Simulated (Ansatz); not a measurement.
**CsPbI3: response to strain**

The reference is CsPbI3 in the cubic perovskite structure (space group Pm-3m, No. 221; a = 6.3905 Å). Axes: x, y, z lie along the cube axes.

Strains are applied to the cell and any free atomic positions relax; under biaxial strain the out-of-plane vector relaxes too.

Level of theory: Ansatz (a first-principles code) PBE, spin-orbit coupling left out.

Notes on the quantities. energy relative to the base: free energy F.

```json
[
 {"variant": "base", "band gap": "1.48 eV", "gap character": "direct at R", "energy relative to the base": "0 meV/atom"},
 {"variant": "biaxial strain −0.96 %, plane normal [001], relaxed out of plane", "band gap": "1.38 eV", "gap character": "direct at A", "energy relative to the base": "+1.2 meV/atom"},
 {"variant": "biaxial strain +0.81 %, plane normal [001], relaxed out of plane", "band gap": "[?]", "gap character": "direct at A", "energy relative to the base": "+0.8 meV/atom"},
 {"variant": "biaxial strain +2.70 %, plane normal [001], relaxed out of plane", "band gap": "[?]", "gap character": "direct at A", "energy relative to the base": "+8.1 meV/atom"},
 {"variant": "biaxial strain −0.72 %, plane normal [110], relaxed out of plane", "band gap": "1.43 eV", "gap character": "direct at T", "energy relative to the base": "+0.4 meV/atom"},
 {"variant": "isotropic strain −4.98 %", "band gap": "0.94 eV", "gap character": "direct at R", "energy relative to the base": "+65 meV/atom"},
 {"variant": "isotropic strain −3.09 %", "band gap": "1.18 eV", "gap character": "direct at R", "energy relative to the base": "+23 meV/atom"},
 {"variant": "isotropic strain −0.44 %", "band gap": "1.44 eV", "gap character": "direct at R", "energy relative to the base": "+0.4 meV/atom"},
 {"variant": "uniaxial strain ε_zz = +2.57 %", "band gap": "1.45 eV", "gap character": "direct at A", "energy relative to the base": "[?]"}
]
```

What belongs in the blanks?


- biaxial strain +0.81 %, plane normal [001], relaxed out of plane, band gap: 1.50 eV
- biaxial strain +2.70 %, plane normal [001], relaxed out of plane, band gap: 1.52 eV
- uniaxial strain ε_zz = +2.57 %, energy relative to the base: +3.3 meV/atom

Spin-orbit coupling, missing from the scalar runs, can matter with I and Pb. No phonon test of stability was made. Many cubic perovskites are stable only at high temperature; tilts and polar distortions were not tested. This is not the structure that CsPbI3 has at room temperature and ambient pressure. Labels are those of the standard path for the cell's own space group.
